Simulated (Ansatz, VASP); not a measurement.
Two plane-wave programs on CdS

```
Cd S
1.0
     3.93420    0.00000    0.00000
    -1.96710    3.40711    0.00000
     0.00000    0.00000    6.45755
Cd S
2 2
Cartesian
  0.0000 2.2714 0.0075
  1.9671 1.1357 3.2363
  0.0000 2.2714 2.4205
  1.9671 1.1357 5.6493
```

Alike in both runs: functional PBE; k mesh 9 × 9 × 5; occupations fermi-dirac, width 0.1 eV; no spin polarisation.

Ansatz relaxed the structure, and its values are those at the end. VASP's run is a single point on that final structure, the one shown.

|  | VASP | Ansatz |
| --- | --- | --- |
| version | VASP 6.6.1 | Ansatz 0.2.0 |
| potentials or method | VASP PAW PBE potentials, release 64 (Cd, S) | PAW with Ansatz's default frozen-core files, scalar-relativistic |
| plane-wave cutoff (eV) | 520 | 420 |
| valence electrons in the cell | 36 | 52 |

Ansatz gave:

| Quantity | Value |
| --- | --- |
| pressure (GPa) | 15.0 |

Problem. Which values does VASP return?

Solution. Pressure (GPa): 15.7.

The two sets of potentials don't hold the same shells in valence.

Caveats: so large a pressure means that the cell lies far from this level's equilibrium, or that cutoff or potentials fall short (VASP).
